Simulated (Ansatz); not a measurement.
MgO: the gap under strain

MgO, Fm-3m, a = 4.204 Å. Ansatz: r2SCAN, PAW, 500 eV, Γ-centred 8×8×6 mesh on 4 atoms, Gaussian smearing 0.02 eV; no spin polarisation. Series: uniaxial strain along c, with a, b and atoms relaxed; x is the strain in per cent. The axes a, b, c are those of the computed cell (2.973, 2.973, 4.204 Å), along [1 1 0], [-1 1 0], [0 0 1] of the cell named above. The gap is sought over the whole zone.

| x (%) | gap y (eV) |
| --- | --- |
| -3.0 | ? |
| -2.0 | 5.768 |
| -1.0 | 5.728 |
| 0.0 | 5.684 |
| 1.0 | 5.611 |
| 2.0 | 5.537 |
| 3.0 | 5.463 |

Question: Fit y = E0 + c1 x + c2 x² to the other rows, give the deformation potential for this strain, and predict the missing gap.

Answer: Least squares on the rows shown. y = 5.6767 − 0.056850 x − 0.0051786 x². The deformation potential is 100 c1 = -5.68 eV per unit strain. With a term in x³ added, the coefficient of x becomes -0.06099, 7 % more, which shows how far this figure hangs on the form. At x = -3.0 the fit asked for gives 5.801 eV. The run gave 5.804 eV, so the fit is 0.003 eV too low, within the rms miss on the fitted rows (0.004 eV).

Semilocal functionals give gaps under the measured ones; changes of the gap mostly carry over better.